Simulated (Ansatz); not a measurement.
Results of PBE in Ansatz (PAW) for zinc-blende AlSb.

Settings: plane-wave cutoff 520 eV, 10×10×10 k mesh, scalar-relativistic PAW data made under PBE.

Computed at the level's own relaxed cell.

Question: Give the computed elastic constant C44, Voigt–Reuss–Hill bulk modulus, Young modulus, polycrystal shear modulus (Hill average), elastic constant C11 and elastic constant C12.

Answer: 
- elastic constant C44 = 36.6 GPa
- Voigt–Reuss–Hill bulk modulus = 49.3 GPa
- Young modulus = 72.7 GPa
- polycrystal shear modulus (Hill average) = 29.0 GPa
- elastic constant C11 = 76.6 GPa
- elastic constant C12 = 35.7 GPa

Measured, for comparison: elastic constant C44 40.8 GPa, elastic constant C11 87.7 GPa, elastic constant C12 43.4 GPa (temperature not stated, not corrected to a static lattice; as tabulated in Oses et al. (2018), arXiv:1811.08464). Computed (rounded) less measured: elastic constant C44 -10 %, elastic constant C11 -13 %, elastic constant C12 -18 %.

Elastic constants are with the ions relaxed.

Spin–orbit coupling is not included.

The result took roughly 5 core-minutes.

Ansatz is an electronic-structure program.
